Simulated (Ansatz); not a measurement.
**Ti: energy along a strain**

Ti, Im-3m, a = 3.282 Å (as given, not relaxed at this level: -2.4 GPa). This isn't the element's structure at ambient conditions. Ansatz: PBE, PAW, 420 eV, Γ-centred 20×20×20 mesh on 1 atom, Gaussian smearing 0.15 eV; no spin polarisation. Cell vectors (Å): -1.641 1.641 1.641; 1.641 -1.641 1.641; 1.641 1.641 -1.641. The cell is strained by x per cent times the pattern (1 0 0 0 0 0) in the order xx yy zz yz xz xy (engineering shears), with fractional coordinates held. y is the free energy over the start, V0 = 17.676 Å³/atom.

```tsv
x (%)	y (meV/atom)
-2.00	-3.46
-1.50	-2.95
-1.00	-2.20
-0.50	-1.21
0.00	0.00
0.50	1.43
1.00	3.08
1.50	4.94
1.75	?
2.00	7.00
```

Fit y = c1 x + c2 x² + c3 x³ to the other rows, get the stiffness along the pattern, and predict the missing energy.

Least squares on the rows shown. y = 2.647 x + 0.4423 x² − 0.008013 x³. The clamped-ion stiffness p·C·p = 2 × 4.423 eV × 160.2 / 17.676 Å³ = 80 GPa, which is C11 in these axes (second derivative at the start, which stands under stress). The pressures of the same runs give B = −dP/dε = 98 GPa; in a cubic crystal a longitudinal stiffness under B means a negative shear constant, so this lattice is unstable. At x = 1.75 the fit asked for gives 5.94 meV/atom. The run gave 5.95 meV/atom, so the fit is 0.01 meV/atom too low, a small miss on the scale of the series.